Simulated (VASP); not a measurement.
A run of VASP 6.6.1:

File POSCAR:

```
HfN
1.0
    3.4332100000      0.0000000000      0.0000000000
   -1.7166000000      2.9732400000      0.0000000000
    0.0000000000      0.0000000000      3.9698200000
Hf N
1 1
Direct
    0.0000000000      0.0000000000      0.5000000000
    0.0000000000      0.0000000000      0.0000000000
```

Contents of INCAR.step1:

```
SYSTEM = HfN
ALGO     = Normal         ! electronic algorithm
EDIFF    = 1E-5           ! SCF threshold, eV
ENCUT    = 520            ! plane-wave cutoff, eV
GGA      = PE             ! functional
ISIF     = 2              ! what is computed and relaxed
ISMEAR   = -1             ! smearing method
LASPH    = .TRUE.         ! aspherical terms in the spheres
LCHARG   = .FALSE.        ! write CHGCAR
LREAL    = .FALSE.        ! projectors in reciprocal space
LWAVE    = .TRUE.         ! write WAVECAR
NBANDS   = 14             ! bands
NELM     = 100            ! most SCF steps
PREC     = Accurate       ! precision mode
SIGMA    = 0.05           ! smearing width, eV
```

File INCAR.step2:

```
SYSTEM = HfN
AEXX     = 0.15           ! exact-exchange fraction
ALGO     = Normal         ! electronic algorithm
EDIFF    = 1E-6           ! SCF threshold, eV
ENCUT    = 520            ! plane-wave cutoff, eV
GGA      = PE             ! functional
HFSCREEN = 0.2            ! screening, 1/A
ISIF     = 2              ! what is computed and relaxed
ISMEAR   = -1             ! smearing method
ISTART   = 1            
LASPH    = .TRUE.         ! aspherical terms in the spheres
LCHARG   = .FALSE.        ! write CHGCAR
LHFCALC  = .TRUE.         ! exact exchange
LREAL    = .FALSE.        ! projectors in reciprocal space
LWAVE    = .FALSE.        ! write WAVECAR
NBANDS   = 14             ! bands
NELM     = 100            ! most SCF steps
PREC     = Accurate       ! precision mode
PRECFOCK = Fast         
SIGMA    = 0.05           ! smearing width, eV
```

KPOINTS

```
k-points
0
G
  5 5 4
  0 0 0
```

Potentials or basis: VASP PAW PBE potentials, release 64 (Hf_pv, N).

Command:

```sh
$ cat potpaw_PBE.64/Hf_pv/POTCAR potpaw_PBE.64/N/POTCAR > POTCAR
$ cp INCAR.step1 INCAR
$ mpirun -np 1 vasp_std > vasp.out
$ cp INCAR.step2 INCAR
$ mpirun -np 1 vasp_std > vasp.out
```

Hardware: 1 thread of Intel(R) Xeon(R) 6975P-C (Granite Rapids), on a shared host.

Problem. How long does it take, and how much memory?

Solution. It took 2.6 min on 1 thread of Intel(R) Xeon(R) 6975P-C (Granite Rapids), with other jobs on the host, peak memory 0.27 GiB. Counts: scf iterations 12, k points 15.
